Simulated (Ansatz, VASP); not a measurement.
# FeO in VASP and in Ansatz

```
Fe O
1.0
     2.66371    0.00000    0.00000
     0.00000    2.66371    0.00000
     0.00000    0.00000    2.66371
Fe O
1 1
Direct
  0.00000 0.00000 0.00000
  0.50000 0.50000 0.50000
```

The cell comes from a database or a generator and needn't be the stable form of this composition.

Alike in both runs: task single point; functional PBE; k mesh 10 × 10 × 10; occupations fermi-dirac, width 0.05 eV; collinear spin.

```csv
,VASP,Ansatz
version,VASP 6.6.1,Ansatz 0.2.0
potentials or method,"VASP PAW PBE potentials, release 64 (Fe, O)",Ansatz PAW
plane-wave cutoff (eV),520,420
valence electrons in the cell,14,22
```

VASP gave:

* gap on the k mesh at the Fermi level (eV): none
* pressure (GPa): -3.1
* net moment per atom (μB): 2.00
* size of the moment on the site where the two differ most (μB): 3.54

**Question.** Estimate Ansatz's values.

**Answer.** gap on the k mesh at the Fermi level (eV): none; pressure (GPa): -2.9; net moment per atom (μB): 2.00; size of the moment on the site where the two differ most (μB): 3.46.

Site moments also hang on the region over which each program counts them. A gap of «none» marks a metal or a gap that the smearing closes. The two sets of potentials don't hold the same shells in valence.

Caveats: a cell with one magnetic atom can't hold antiferromagnetic order, which such compounds often take; semilocal functionals often make such compounds metallic where correlation or magnetic order opens a gap, which also shifts bond lengths; the pressure holds a Pulay correction of +0.7 GPa for the finite cutoff (Ansatz).
